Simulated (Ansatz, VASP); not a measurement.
## Cs: VASP beside Ansatz

```
Cs
1.0
     4.13795    0.00000    0.00000
    -2.06897    3.58357    0.00000
     0.00000    0.00000    6.70347
Cs
2
Direct
  0.33333 0.66667 0.25000
  0.66667 0.33333 0.75000
```

Alike in both runs: functional PBEsol; k mesh 8 × 8 × 5; occupations fermi-dirac, width 0.08 eV; no spin polarisation.

Ansatz relaxed the structure, and its values are those at the end. VASP's run is a single point on that final structure, the one shown.

```csv
,VASP,Ansatz
version,VASP 6.6.1,Ansatz 0.2.0
potentials or method,"VASP PAW PBE potentials, release 64 (Cs_sv)","PAW with Ansatz's default frozen-core files, scalar-relativistic"
plane-wave cutoff (eV),520,420
valence electrons in the cell,18,18
```

```tsv
	VASP	Ansatz	Ansatz less VASP
pressure (GPa)	4.0	4.0	-0.02
```

Caveats: the PAW data sets were made with another functional, which shifts forces and pressure a little (VASP). The runs have no spin-orbit coupling, so splittings on Cs are missing.
